**Q:** You have calculated the excitons of gallium phosphide, each a bound or correlated pair of an excited electron and the hole it leaves. I measure absorption spectra. Which of these states would I notice first?

Excitons of zinc-blende GaP, calculated with GPAW 26.7.0 from the Bethe–Salpeter equation on GLLB-SC bands, without spin–orbit coupling. The calculation uses 2 valence and 2 conduction bands, an 8 × 8 × 8 k mesh, a response cutoff of 30 eV and an upward shift of 0.8 eV for the empty bands. Weights are for light polarised along z.

| row | exciton energies (eV) | exciton weights |
| --- | --- | --- |
| 1 | 2.887 | 0.021 |
| 2 | 2.887 | 0.208 |
| 3 | 3.570 | 1.092 |
| 4 | 3.572 | 0.454 |
| 5 | 3.572 | 1.862 |
| 6 | 3.635 | 0.000 |
| 7 | 3.635 | 0.000 |
| 8 | 3.635 | 0.000 |
| 9 | 3.649 | 0.000 |
| 10 | 3.649 | 0.000 |
| 11 | 3.655 | 0.000 |
| 12 | 3.655 | 0.000 |
| 13 | 3.655 | 0.000 |
| 14 | 3.655 | 0.000 |
| 15 | 3.655 | 0.000 |
| 16 | 3.658 | 0.028 |
| 17 | 3.658 | 0.005 |
| 18 | 3.658 | 0.049 |
| 19 | 3.664 | 0.039 |
| 20 | 3.664 | 0.036 |
| 21 | 3.664 | 0.045 |
| 22 | 3.668 | 0.000 |
| 23 | 3.668 | 0.000 |
| 24 | 3.668 | 0.000 |

**A:** You would notice rows 3 to 5, although they are not the lowest. The exciton energy is the photon energy that creates the state, and the exciton weight says how strongly it absorbs light polarised along one fixed direction. Rows 3 to 5 together hold 89 % of all the weight in the list. They lie at 3.57 eV, which agrees with the calculated absorption peak at 3.55 eV to well within the 0.1 eV by which every line was broadened. The pair in rows 1 and 2 lies 0.68 eV lower and is weak.

**Q:** So does absorption begin at rows 1 and 2, at 2.89 eV?

**A:** No, it begins lower, because GaP has an indirect gap. The highest filled level and the lowest empty one belong to electron waves of different wave vector, and a photon carries almost no momentum to bridge that difference. A lattice vibration can supply it, which gives a weak absorption tail from about the indirect gap upwards. That gap is 2.59 eV here, about 0.3 eV below row 1, and it may be slightly lower still because a mesh of wave vectors can miss the exact band minimum. The table holds only direct transitions in a motionless lattice, so the tail is not in it.

**Q:** Why is the strongest absorption in this list not at the lowest direct transition?

**A:** Strength depends on how many electron–hole pairs share nearly the same energy and add their dipoles in step. The lowest direct transition sits at Γ, the centre of the Brillouin zone, which is a single point. There the conduction band curves upwards steeply, so few pairs lie close in energy. Near the L points, on the zone boundary, the valence and conduction bands run almost parallel, and there are four such points. Many pairs then absorb at almost the same photon energy.

This is the accepted explanation of the strong line above the direct gap in zinc-blende semiconductors. I assign rows 3 to 5 to the L region on that ground and because the number of states fits. A breakdown of each exciton by wave vector would be needed to confirm it.

**Q:** Rows 6 to 10 have almost the same energy as the strong line but no weight. Why are they dark?

**A:** If the assignment to the L region holds, the four L points, each with two valence bands and the lowest conduction band, give eight electron–hole pairs, and the crystal's symmetry mixes them into eight combinations. Light has a wavelength far longer than the unit cell, so it responds only to the total dipole of a combination. A dipole is a vector, so a combination can carry one only if it belongs to a set of three that the crystal's symmetry operations transform like the components of a vector. The eight combinations contain just one such set. In the other five, the contributions from the different L points cancel.

The table has this pattern: three bright states in rows 3 to 5, then a dark triplet and a dark pair in rows 6 to 10. Group theory gives the same division into three, three and two for a tetrahedral crystal. Rows 11 to 15, however, are five more dark states, which the eight combinations from the L points do not account for. Points on the line between Γ and L would give the same sets twice over and could supply them, so the count does not show that the states come from L itself. The same reasoning explains why a dense list of excitons can produce a spectrum with few visible lines.

**Q:** By that logic the lowest exciton should also be a triplet, one state for each direction of the dipole. Why do I see only two?

**A:** The third state was cut off by a setting. Without spin–orbit coupling, the top of the valence band at Γ consists of three levels of equal energy, built mainly from the three p orbitals of phosphorus. The exciton calculation kept only two valence bands, so one of the three was dropped. The equal energies of rows 1 and 2 are real symmetry, but their number is an artefact.

The cut also affects the intensities. Rows 3 to 5 carry about 15 times the summed weight of rows 1 and 2, but a third partner would add its share to the lower group. The true contrast is therefore probably smaller. Within rows 3 to 5 only the sum has a meaning, because states of equal energy can be mixed freely and the weight moves between them. For rows 1 and 2 even the sum is arbitrary, since it depends on which mixture of the three valence levels was dropped.

**Q:** The lowest exciton lies 0.14 eV below the direct gap. Is that the energy that binds the electron to the hole?

**A:** It is the binding energy in this calculation, but most of it probably comes from the coarse mesh. As a rough recalled figure, the real binding in GaP is a few tens of meV or less. A weakly bound exciton is large in space, so it must be built from many wave vectors packed closely around Γ. The mesh of 8 × 8 × 8 points offers only Γ itself there, and its neighbours lie much higher in energy. The exciton is left with one point, which has to stand for the whole region around it.

The size of the resulting attraction can be estimated. The screened Coulomb attraction at wave vector k is 4πe²/(εk²), where e is the elementary charge and ε the dielectric constant. Replace the region that belongs to one mesh point by a sphere of radius q and add up the attraction inside it:

E = (1/8π³) ∫ 4πe²/(εk²) · 4πk² dk = 2e²q/(πε), with k running from 0 to q.

The radius follows from sharing the Brillouin zone equally among the 8³ points:

(4π/3) q³ = (2π)³ / (8³ × 2 × 20.24 Å³), so q = 0.142 Å⁻¹.

With e² = 14.4 eV Å and a rough recalled ε of 9, this gives

E = 2 × 14.4 × 0.142 / (π × 9) ≈ 0.14 eV.

That is the binding found in the calculation. With ε known to one figure, the agreement is good to perhaps ten per cent, and it is no test against nature, because the exciton calculation itself averages the attraction over such a sphere. It does make the coarse mesh the likely source of the number, which a run on a finer mesh would have to confirm. The table supports this picture: no state lies between rows 1 and 2 and the direct gap at 3.03 eV, where a real exciton would have a series of excited states, as a hydrogen atom has. The printed output below gives the estimate beside the gaps and weights.

**Q:** What would happen if you changed the settings, or the material?

**A:** A mesh twice as fine in each direction would halve q, and the estimate would fall to about 0.07 eV. It cannot be followed to ever finer meshes, because it would fall to zero while the real binding stays finite. The single-point picture fails once neighbouring points come close enough in energy to mix into the exciton. From there on, the balance between attraction and the energy of motion sets the binding.

The upward shift of 0.8 eV applied to the empty bands acts differently. Raising it by 0.1 eV would move every row up by about that amount and leave the spacings and the binding almost unchanged. Agreement of a single energy with your spectrum would therefore be no independent success of the theory.

An alkali halide makes a useful contrast. It screens charges much less than GaP, so electron and hole attract each other more strongly and stay within a few atoms of each other. A state so compact in space draws on wave vectors from the whole zone, and a coarse mesh describes it far better than the wide, weakly bound exciton of GaP.

**Q:** Suppose I monitor a GaP film by its optical response. Which digits can I use?

**A:** Use the order of the features: a weak tail from the indirect gap, a weak direct edge, and a strong line well above it. For the energies even the first decimal is uncertain. The mesh alone probably shifts the lowest exciton by roughly 0.1 eV, the upward shift of the empty bands is an input, and the bands and cutoffs are not converged either. Take the position that calibrates your instrument from a measured reference film.

The third decimal has no physical meaning. Rows 3 to 5 differ by a few meV, although a cubic crystal requires them to be equal. The truncated set of bands is a likely cause, but I have not tested it. The weights deserve similar caution, because the optical response lacks some terms that belong to this density functional. The ratio of about 15 is no measure of the contrast, because the lower group is incomplete. That the line is stronger than the direct edge is expected from the nearly parallel bands near L.

Output of the analysis:

```
Direct gap with scissors shift (eV): 3.028
Indirect gap with scissors shift (eV): 2.589
Binding of rows 1-2 below the direct gap (eV): 0.1413
Rows 1-2 above the indirect gap (eV): 0.2978
Summed weight of rows 1-2: 0.229
Summed weight of rows 3-5: 3.408
Weight of rows 3-5 over weight of rows 1-2: 14.88
Share of rows 3-5 in all listed weight (percent): 88.77
Weighted mean energy of rows 3-5 (eV): 3.571
Mean of rows 3-5 less absorption peak energy (eV): 0.02136
Rows 3-5 above rows 1-2 (eV): 0.6844
Rows 3-5 above the direct gap (eV): 0.5431
Spread within rows 3-5 (meV): 2
Dark rows 6-8 above bright rows 3-5 (meV): 63.64
Number of listed roots with weight below 0.001: 13
Roots between rows 1-2 and the direct gap (count): 0
Radius of the sphere that one mesh point stands for (1/A): 0.1419
Estimated attraction for an exciton on one mesh point (eV): 0.1445
Same estimate on a 16x16x16 mesh (eV): 0.07227
```
